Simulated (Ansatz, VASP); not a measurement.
Two plane-wave programs on Pd

```
Pd
1.0
    -1.60182    1.60182    1.60182
     1.60182   -1.60182    1.60182
     1.60182    1.60182   -1.60182
Pd
1
Cartesian
  0.0000 0.0000 0.0000
```

Alike in both runs: task single point; functional PBEsol; k mesh 16 × 16 × 16; occupations fermi-dirac, width 0.05 eV; collinear spin.

|  | VASP | Ansatz |
| --- | --- | --- |
| version | VASP 6.6.1 | Ansatz 0.2.0 |
| potentials or method | VASP PAW PBE potentials, release 64 (Pd) | plane waves (420 eV) with PAW, scalar-relativistic |
| plane-wave cutoff (eV) | 520 | 420 |
| valence electrons in the cell | 10 | 18 |

|  | VASP | Ansatz | Ansatz less VASP |
| --- | --- | --- | --- |
| pressure (GPa) | -16.7 | -16.5 | +0.20 |
| net moment per atom (μB) | 0.00 | 0.00 | 0.000 |

The two sets of potentials don't hold the same shells in valence. Ansatz warned: «pseudo_functional_mismatch».

Caveats: so large a pressure means that the cell lies far from this level's equilibrium, or that cutoff or potentials fall short (VASP); the potentials were made for another functional, which shifts forces and pressure (VASP).
